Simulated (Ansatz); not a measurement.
# Te (bcc): energy against volume

The calculation used Ansatz 0.2.0, DFT, revPBE, plane waves (420 eV) with PAW, scalar-relativistic. The PAW files were generated under PBE, with cores re-solved for the functional.

The cell is scaled uniformly from the relaxed one, with fractional coordinates and shape fixed. Energies are extrapolated to zero smearing, pressures are those at the given smearing. Magnetic state: spin not included.

A Birch-Murnaghan fit gives V₀ = 28.97 Å³/atom, B₀ = 52 GPa, B₀′ = 5.0.

(1) What are the energy above the minimum and the pressure at 25.576 Å³/atom?

(2) What are the energy above the minimum and the pressure at 27.901 Å³/atom?

(3) What are the energy above the minimum and the pressure at 31.388 Å³/atom?

Answers

(1) 82.9 meV/atom and 8.87 GPa as computed.

(2) 6.9 meV/atom and 2.22 GPa as computed.

(3) 28.0 meV/atom and -3.31 GPa as computed.
